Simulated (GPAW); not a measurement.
Input of a GPAW 26.7.0 run:

run.py

```python
from ase import Atoms
from ase.dft.bandgap import bandgap
from ase.io import write
from ase.units import GPa
from gpaw import GPAW, PW

atoms = Atoms(['Cu', 'O'],
              cell=[[0.0, 2.32725273, 2.32725273],
                    [2.32725273, 0.0, 2.32725273],
                    [2.32725273, 2.32725273, 0.0]],
              scaled_positions=[[0.0, 0.0, 0.0],
                                [0.25, 0.25, 0.25]],
              pbc=True)

calc = GPAW(mode=PW(800),
            xc='PBE',
            kpts={'size': (10, 10, 10), 'gamma': True},
            occupations={'name': 'fermi-dirac', 'width': 0.05},
            nbands=19,
            convergence={'density': 1e-05, 'energy': 1e-05},
            maxiter=150,
            txt='gpaw.txt')
atoms.calc = calc
energy = atoms.get_potential_energy()
forces = atoms.get_forces()
stress = atoms.get_stress()
calc.write('gs.gpw')
write('result.traj', atoms)
print(f'Energy: {energy:.6f} eV')
print('Forces (eV/A):')
print(forces.round(4))
print('Stress (GPa):', (stress / GPa).round(3))
print('Fermi level:', round(calc.get_fermi_level(), 4), 'eV')
print(f'Gap: {bandgap(calc)[0]:.4f} eV, direct: {bandgap(calc, direct=True)[0]:.4f} eV')

path = atoms.cell.bandpath('GXWKGLUWLK,UX', npoints=80, eps=1e-4)
bs_calc = calc.fixed_density(kpts=path, symmetry='off', nbands=28,
                             convergence={'bands': 'CBM+6.0', 'eigenstates': 1e-6}, txt='bands.txt')
bs = bs_calc.band_structure()
bs.write('bs.json')
print(f'Gap on the path: {bandgap(bs_calc)[0]:.4f} eV')
```

Potentials or basis: GPAW PAW data sets (gpaw-data 1.2.1), pw.

Launch:

```console
$ OMP_NUM_THREADS=1 python run.py
```

Predict the pressure.

-8.5 GPa.

Predict the band gap along the path.

none (metal or under the smearing width).

Levels at the corners of the path, in eV from the Fermi level:
| point | band 5 | band 6 | band 7 | band 8 | band 9 | band 10 |
| --- | --- | --- | --- | --- | --- | --- |
| Γ | -1.83 | -1.83 | 0.72 | 0.72 | 0.72 | 0.89 |
| X | -2.03 | -1.64 | -1.28 | -1.01 | -1.01 | 5.78 |
| W | -1.94 | -1.89 | -1.53 | -1.37 | -0.55 | 7.48 |
| K | -2.13 | -1.75 | -1.51 | -0.99 | -0.62 | 7.03 |
| Γ | -1.83 | -1.83 | 0.72 | 0.72 | 0.72 | 0.89 |
| L | -1.73 | -1.73 | -1.65 | 0.00 | 0.00 | 5.82 |
| U | -2.13 | -1.75 | -1.51 | -0.99 | -0.62 | 7.03 |
| W | -1.94 | -1.89 | -1.53 | -1.37 | -0.55 | 7.48 |
| L | -1.73 | -1.73 | -1.65 | 0.00 | 0.00 | 5.82 |
| K | -2.13 | -1.75 | -1.51 | -0.99 | -0.62 | 7.03 |
| U | -2.13 | -1.75 | -1.51 | -0.99 | -0.62 | 7.03 |
| X | -2.03 | -1.64 | -1.28 | -1.01 | -1.01 | 5.78 |

Caveat: with this Cu data set, volumes or pressures lay over 1.5 % or 2 GPa off other programs in two to four cells of ten; an odd number of electrons without spin polarisation forces a metal; a magnetic or distorted state may lie lower; the run has no spin polarisation, though such a crystal can be magnetic; semilocal functionals often make such compounds metallic where correlation or magnetic order opens a gap, which also shifts bond lengths.
